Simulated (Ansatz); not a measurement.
# CdTe (zincblende): zero-pressure volume and bulk modulus with BLYP, part 2 of 2

What volume and stiffness does BLYP give for CdTe (zincblende)?

Ansatz 0.2.0; DFT BLYP, scalar-relativistic, plane waves, PAW. The steps go on from the part before.

**5. Stepping to 38.665 Å³/atom**

Input file input.yaml:

```yaml
crystal:
  lattice:
    - [0.0, 3.3814732759, 3.3814732759]
    - [3.3814732759, 0.0, 3.3814732759]
    - [3.3814732759, 3.3814732759, 0.0]
  atoms:
    - { symbol: Cd, position: [0.0, 0.0, 0.0] }
    - { symbol: Te, position: [0.25, 0.25, 0.25] }
basis:
  ecutwfc: 420
  ecutrho_ratio: 4
kpoints:
  mp_grid: { grid: [6, 6, 6] }
hamiltonian:
  xc: blyp
scf:
  occupations: { method: gaussian, width: 0.05 }
output:
  forces: true
  stress: true
  eigenvalues: true
```

The run is started by

```bash
> ansatz run input.yaml --threads 4 --pin off --max-ram 8192MiB --backend cpu --events-out ev --progress --plain --runs-dir out
```

Standard output, shortened:

```text
Warning: RAYON_NUM_THREADS=4 ignored (pool sized by the plan → 4); use --threads N
[...]
Pseudopotentials: kind: paw
Pseudopotential: Cd, paw, valence charge 20, recommended cutoff 420 eV (normal), Cd.paw.azcp
Pseudopotential: Te, paw, valence charge 16, recommended cutoff 420 eV (normal), Te.paw.azcp
Functional definition: BLYP
[...]
Crystal: 2 atoms, lattice volume = 77.330 Å³
Basis set: ecut = 420 eV, 1459 PW (Γ), exchange–correlation on 64×64×64 points (8 copies of the dense FFT grid, shifted against one another)
Bands: 22, of which v1, the nominal top of the filled ones, is band 18 counted from 1 (17 counted from 0)
Symmetry: 24 space group operations
Space group: F-43m (ITA 216), of the structure as read, at distance tolerance 4.3e-5 Å
k-points: 16 of 216 (time reversal used)
[...]
SCF iter   1: F=—  HF=-15268.367642 eV  |F-HF|=—  |Δ(HF+E_count)|=         —  Δρ=3.42e-3  dr2=4.34e-3  ethr=1.77e-3  ⟨swp⟩=6.2  Hψ=1670  notcnv=0
[...]
SCF iter   6: F=-15268.367145 eV  HF=-15268.367145 eV  |F-HF|=3.65e-9  |Δ(HF+E_count)|=   1.53e-7  Δρ=3.58e-6  dr2=4.27e-9  ethr=2.78e-10  ⟨swp⟩=6.2  Hψ=1515  notcnv=0
[...]
SCF converged after 6 iterations
Free energy (F): -15268.367145 eV
[...]
E sigma→0 (E₀):  -15268.367145 eV
Entropy (-TS):   -0.000000 eV (-0.000 meV/atom)
Fermi energy:    6.296265 eV
[...]
--- Forces (eV/Å), atoms counted from 1 ---
  atom   1  Cd     0.00000000    -0.00000000    -0.00000000
  atom   2  Te    -0.00000000     0.00000000     0.00000000
[...]
--- Stress (GPa, compression-positive) ---
        0.000536      -0.000000       0.000000
        0.000000       0.000536       0.000000
       -0.000000       0.000000       0.000536
  P = ⅓ Tr σ = 0.0005 GPa (0.005 kbar)
--- Band table (eV; the first three rows and the last of 16) ---
  k-point 0: bands = ["-95.7732", "-56.8210", "-56.8210", "-56.8210", "-29.5595", "-29.5595", "-29.5595", "-29.5543", "-29.5543", "-4.4323", "-1.8282", "-1.8282", "-1.8282", "-1.6541", "-1.6541", "6.1505", "6.1505", "6.1505", "6.4328", "10.8384", "10.8384", "10.8384"]
[...]
```

Run time: 1 s. Hardware: 4 threads of Arm Neoverse V1, shared host; peak memory 0.36 GiB.

Result: volume 38.665 Å³/atom, pressure 0.00 GPa, mesh gap 0.28 eV.

**6. Volume × 0.98 of the new zero**

Edit input.yaml of step 5 so:

```diff
@@ -2,5 +2,5 @@
   lattice:
-    - [0.0, 3.3814732759, 3.3814732759]
-    - [3.3814732759, 0.0, 3.3814732759]
-    - [3.3814732759, 3.3814732759, 0.0]
+    - [0.0, 3.3587781406, 3.3587781406]
+    - [3.3587781406, 0.0, 3.3587781406]
+    - [3.3587781406, 3.3587781406, 0.0]
   atoms:
```

The run is started by

```bash
> ansatz run input.yaml --threads 4 --pin off --max-ram 8192MiB --backend cpu --events-out ev --progress --plain --runs-dir out
```

Standard output, shortened:

```text
Warning: RAYON_NUM_THREADS=4 ignored (pool sized by the plan → 4); use --threads N
[...]
[... 4 set-up lines as earlier in the session ...]
[...]
Crystal: 2 atoms, lattice volume = 75.783 Å³
Basis set: ecut = 420 eV, 1459 PW (Γ), exchange–correlation on 64×64×64 points (8 copies of the dense FFT grid, shifted against one another)
Bands: 22, of which v1, the nominal top of the filled ones, is band 18 counted from 1 (17 counted from 0)
[... 1 set-up line as earlier in the session ...]
Space group: F-43m (ITA 216), of the structure as read, at distance tolerance 4.2e-5 Å
k-points: 16 of 216 (time reversal used)
[...]
SCF iter   1: F=—  HF=-15268.364635 eV  |F-HF|=—  |Δ(HF+E_count)|=         —  Δρ=3.42e-3  dr2=4.15e-3  ethr=1.77e-3  ⟨swp⟩=6.0  Hψ=1658  notcnv=0
[...]
SCF iter   6: F=-15268.364224 eV  HF=-15268.364224 eV  |F-HF|=1.24e-9  |Δ(HF+E_count)|=   1.14e-7  Δρ=3.31e-6  dr2=3.89e-9  ethr=2.78e-10  ⟨swp⟩=6.1  Hψ=1534  notcnv=0
[...]
SCF converged after 6 iterations
Free energy (F): -15268.364224 eV
[...]
E sigma→0 (E₀):  -15268.364224 eV
Fermi energy:    6.576578 eV
[...]
--- Forces (eV/Å), atoms counted from 1 ---
  atom   1  Cd     0.00000000    -0.00000000     0.00000000
  atom   2  Te    -0.00000000     0.00000000     0.00000000
[...]
--- Stress (GPa, compression-positive) ---
        0.621013       0.000000      -0.000000
       -0.000000       0.621013       0.000000
       -0.000000       0.000000       0.621013
  P = ⅓ Tr σ = 0.6210 GPa (6.210 kbar)
--- Band table (eV; the first three rows and the last of 16) ---
  k-point 0: bands = ["-95.5525", "-56.6006", "-56.6006", "-56.6006", "-29.3397", "-29.3397", "-29.3397", "-29.3340", "-29.3340", "-4.2706", "-1.6230", "-1.6230", "-1.6230", "-1.4376", "-1.4376", "6.4020", "6.4020", "6.4020", "6.7435", "11.0874", "11.0874", "11.0874"]
[...]
```

It took 0.97 s on 4 threads of Arm Neoverse V1, shared host; peak memory 0.36 GiB.

Result: volume 37.892 Å³/atom, pressure 0.62 GPa, mesh gap 0.34 eV.

**7. Volume × 1.02 of the new zero**

Edit input.yaml of step 6 so:

```diff
@@ -2,5 +2,5 @@
   lattice:
-    - [0.0, 3.3587781406, 3.3587781406]
-    - [3.3587781406, 0.0, 3.3587781406]
-    - [3.3587781406, 3.3587781406, 0.0]
+    - [0.0, 3.4038677913, 3.4038677913]
+    - [3.4038677913, 0.0, 3.4038677913]
+    - [3.4038677913, 3.4038677913, 0.0]
   atoms:
```

The run is started by

```bash
> ansatz run input.yaml --threads 4 --pin off --max-ram 8192MiB --backend cpu --events-out ev --progress --plain --runs-dir out
```

Standard output, shortened:

```text
Warning: RAYON_NUM_THREADS=4 ignored (pool sized by the plan → 4); use --threads N
[...]
[... 4 set-up lines as earlier in the session ...]
[...]
Crystal: 2 atoms, lattice volume = 78.877 Å³
Basis set: ecut = 420 eV, 1471 PW (Γ), exchange–correlation on 72×72×72 points (8 copies of the dense FFT grid, shifted against one another)
Bands: 22, of which v1, the nominal top of the filled ones, is band 18 counted from 1 (17 counted from 0)
[... 2 set-up lines as earlier in the session ...]
k-points: 16 of 216 (time reversal used)
[...]
SCF iter   1: F=—  HF=-15268.365009 eV  |F-HF|=—  |Δ(HF+E_count)|=         —  Δρ=3.42e-3  dr2=4.53e-3  ethr=1.77e-3  ⟨swp⟩=6.1  Hψ=1660  notcnv=0
[...]
SCF iter   6: F=-15268.364433 eV  HF=-15268.364433 eV  |F-HF|=6.80e-9  |Δ(HF+E_count)|=   1.81e-7  Δρ=4.07e-6  dr2=5.77e-9  ethr=2.78e-10  ⟨swp⟩=6.1  Hψ=1493  notcnv=0
[...]
SCF converged after 6 iterations
Free energy (F): -15268.364433 eV
[...]
E sigma→0 (E₀):  -15268.364432 eV
Entropy (-TS):   -0.000003 eV (-0.001 meV/atom)
Fermi energy:    6.028105 eV
[...]
--- Forces (eV/Å), atoms counted from 1 ---
  atom   1  Cd     0.00000000    -0.00000000     0.00000000
  atom   2  Te    -0.00000000     0.00000000     0.00000000
[...]
--- Stress (GPa, compression-positive) ---
       -0.551239       0.000000       0.000000
       -0.000000      -0.551239       0.000000
       -0.000000       0.000000      -0.551239
  P = ⅓ Tr σ = -0.5512 GPa (-5.512 kbar)
--- Band table (eV; the first three rows and the last of 16) ---
  k-point 0: bands = ["-95.9864", "-57.0340", "-57.0340", "-57.0340", "-29.7711", "-29.7711", "-29.7711", "-29.7664", "-29.7664", "-4.5887", "-2.0269", "-2.0269", "-2.0269", "-1.8633", "-1.8633", "5.9098", "5.9098", "5.9098", "6.1352", "10.5989", "10.5989", "10.5989"]
[...]
```

Run time: 1.6 s. Hardware: 4 threads of Arm Neoverse V1, shared host; peak memory 0.37 GiB.

In short: volume 39.438 Å³/atom, pressure -0.55 GPa, gap on the mesh 0.23 eV.

**8. Volume × 0.96 of the new zero**

Edit input.yaml of step 7 so:

```diff
@@ -2,5 +2,5 @@
   lattice:
-    - [0.0, 3.4038677913, 3.4038677913]
-    - [3.4038677913, 0.0, 3.4038677913]
-    - [3.4038677913, 3.4038677913, 0.0]
+    - [0.0, 3.3357720888, 3.3357720888]
+    - [3.3357720888, 0.0, 3.3357720888]
+    - [3.3357720888, 3.3357720888, 0.0]
   atoms:
```

The run is started by

```bash
> ansatz run input.yaml --threads 4 --pin off --max-ram 8192MiB --backend cpu --events-out ev --progress --plain --runs-dir out
```

Standard output, shortened:

```text
Warning: RAYON_NUM_THREADS=4 ignored (pool sized by the plan → 4); use --threads N
[...]
[... 4 set-up lines as earlier in the session ...]
[...]
Crystal: 2 atoms, lattice volume = 74.237 Å³
Basis set: ecut = 420 eV, 1459 PW (Γ), exchange–correlation on 64×64×64 points (8 copies of the dense FFT grid, shifted against one another)
Bands: 22, of which v1, the nominal top of the filled ones, is band 18 counted from 1 (17 counted from 0)
[... 2 set-up lines as earlier in the session ...]
k-points: 16 of 216 (time reversal used)
[...]
SCF iter   1: F=—  HF=-15268.355249 eV  |F-HF|=—  |Δ(HF+E_count)|=         —  Δρ=3.42e-3  dr2=3.99e-3  ethr=1.77e-3  ⟨swp⟩=6.1  Hψ=1668  notcnv=0
[...]
SCF iter   6: F=-15268.354897 eV  HF=-15268.354897 eV  |F-HF|=1.30e-9  |Δ(HF+E_count)|=   7.73e-8  Δρ=3.26e-6  dr2=3.40e-9  ethr=2.78e-10  ⟨swp⟩=6.1  Hψ=1526  notcnv=0
[...]
SCF converged after 6 iterations
Free energy (F): -15268.354897 eV
[...]
E sigma→0 (E₀):  -15268.354897 eV
Fermi energy:    6.869708 eV
[...]
--- Forces (eV/Å), atoms counted from 1 ---
  atom   1  Cd     0.00000000    -0.00000000     0.00000000
  atom   2  Te    -0.00000000     0.00000000     0.00000000
[...]
--- Stress (GPa, compression-positive) ---
        1.318650       0.000000       0.000000
       -0.000000       1.318650       0.000000
       -0.000000       0.000000       1.318650
  P = ⅓ Tr σ = 1.3186 GPa (13.186 kbar)
--- Band table (eV; the first three rows and the last of 16) ---
  k-point 0: bands = ["-95.3238", "-56.3722", "-56.3722", "-56.3722", "-29.1112", "-29.1112", "-29.1112", "-29.1049", "-29.1049", "-4.1033", "-1.4109", "-1.4109", "-1.4109", "-1.2134", "-1.2134", "6.6649", "6.6649", "6.6649", "7.0679", "11.3465", "11.3465", "11.3465"]
[...]
```

Run time: 0.98 s. Hardware: 4 threads of Arm Neoverse V1, shared host; peak memory 0.36 GiB.

In short: volume 37.118 Å³/atom, pressure 1.32 GPa, gap on the mesh 0.40 eV.

**9. Volume × 1.04 of the new zero**

Edit input.yaml of step 8 so:

```diff
@@ -2,5 +2,5 @@
   lattice:
-    - [0.0, 3.3357720888, 3.3357720888]
-    - [3.3357720888, 0.0, 3.3357720888]
-    - [3.3357720888, 3.3357720888, 0.0]
+    - [0.0, 3.4259714482, 3.4259714482]
+    - [3.4259714482, 0.0, 3.4259714482]
+    - [3.4259714482, 3.4259714482, 0.0]
   atoms:
```

The run is started by

```bash
> ansatz run input.yaml --threads 4 --pin off --max-ram 8192MiB --backend cpu --events-out ev --progress --plain --runs-dir out
```

Standard output, shortened:

```text
Warning: RAYON_NUM_THREADS=4 ignored (pool sized by the plan → 4); use --threads N
[...]
[... 4 set-up lines as earlier in the session ...]
[...]
Crystal: 2 atoms, lattice volume = 80.423 Å³
Basis set: ecut = 420 eV, 1591 PW (Γ), exchange–correlation on 72×72×72 points (8 copies of the dense FFT grid, shifted against one another)
Bands: 22, of which v1, the nominal top of the filled ones, is band 18 counted from 1 (17 counted from 0)
[... 2 set-up lines as earlier in the session ...]
k-points: 16 of 216 (time reversal used)
[...]
SCF iter   1: F=—  HF=-15268.357395 eV  |F-HF|=—  |Δ(HF+E_count)|=         —  Δρ=3.42e-3  dr2=4.75e-3  ethr=1.77e-3  ⟨swp⟩=6.1  Hψ=1659  notcnv=0
[...]
SCF iter   6: F=-15268.356721 eV  HF=-15268.356721 eV  |F-HF|=1.05e-8  |Δ(HF+E_count)|=   2.03e-7  Δρ=4.57e-6  dr2=7.84e-9  ethr=2.78e-10  ⟨swp⟩=6.1  Hψ=1488  notcnv=0
[...]
SCF converged after 6 iterations
Free energy (F): -15268.356721 eV
[...]
E sigma→0 (E₀):  -15268.356709 eV
Entropy (-TS):   -0.000024 eV (-0.012 meV/atom)
Fermi energy:    5.771540 eV
[...]
--- Forces (eV/Å), atoms counted from 1 ---
  atom   1  Cd     0.00000000    -0.00000000     0.00000000
  atom   2  Te    -0.00000000     0.00000000    -0.00000000
[...]
--- Stress (GPa, compression-positive) ---
       -1.041205       0.000000       0.000000
       -0.000000      -1.041205       0.000000
        0.000000       0.000000      -1.041205
  P = ⅓ Tr σ = -1.0412 GPa (-10.412 kbar)
--- Band table (eV; the first three rows and the last of 16) ---
  k-point 0: bands = ["-96.1924", "-57.2397", "-57.2397", "-57.2397", "-29.9751", "-29.9751", "-29.9751", "-29.9709", "-29.9709", "-4.7402", "-2.2194", "-2.2194", "-2.2194", "-2.0656", "-2.0656", "5.6791", "5.6791", "5.6791", "5.8499", "10.3683", "10.3683", "10.3683"]
[...]
```

Wall time 1 s (4 threads of Arm Neoverse V1, shared host); peak memory 0.37 GiB.

Read off: volume 40.212 Å³/atom, pressure -1.04 GPa, mesh gap 0.17 eV.

**10. Energy and pressure against volume**

Energies have the smearing extrapolated to zero and count from the lowest point.

```csv
volume (Å³/atom),energy (meV/atom),pressure (GPa)
37.118,6.12,1.32
37.892,1.46,0.62
38.665,0.00,0.00
39.438,1.36,-0.55
40.212,5.22,-1.04
```

volume (Å³/atom), energy (meV/atom) and a bar:
```
    37.12        6.1 ##############################
    37.89        1.5 #######
    38.66        0.0 
    39.44        1.4 #######
    40.21        5.2 ##########################
```

**11. Outcome**

The summary covers parts 1 to 2.

| quantity | value |
| --- | --- |
| V0 | 38.663 Å³/atom |
| B0 | 29 GPa |
| gap on the mesh | 0.28 eV |
| time in all | 8.4 s |

In words: BLYP puts the minimum at 38.66 Å³/atom, +17.4 % from the cell given, which stood at 4.3 GPa under PBE, with a bulk modulus of 29 GPa. Against the measured lattice constant a of CdTe, 6.486 Å (quoted in “Electronic structure, structural and optical properties of thermally evaporated CdTe thin films”, 2006, arxiv:cond-mat/0608141), the calculated 6.763 Å is off by +4.3 %. 2 values of this kind are on record in papers (6.482 to 6.486 Å); this one was drawn at random among those near their median. The calculation is for 0 K without zero-point motion. Against the measured bulk modulus of CdTe, 42 GPa (powder; quoted in “Multiscale insight into the Cd1-xZnxTe vibrational-mechanical properties -- High-pressure experiments and ab initio calculations”, 2023, arxiv:2306.14539), the calculated 29 GPa is off by -30.4 %. So large a miss can be the level of theory's own, or it may mean another phase, state or a wrong row. The PAW datasets were made for PBE.

Spin-orbit coupling is left out, though the cell holds Te; it can move the gap.
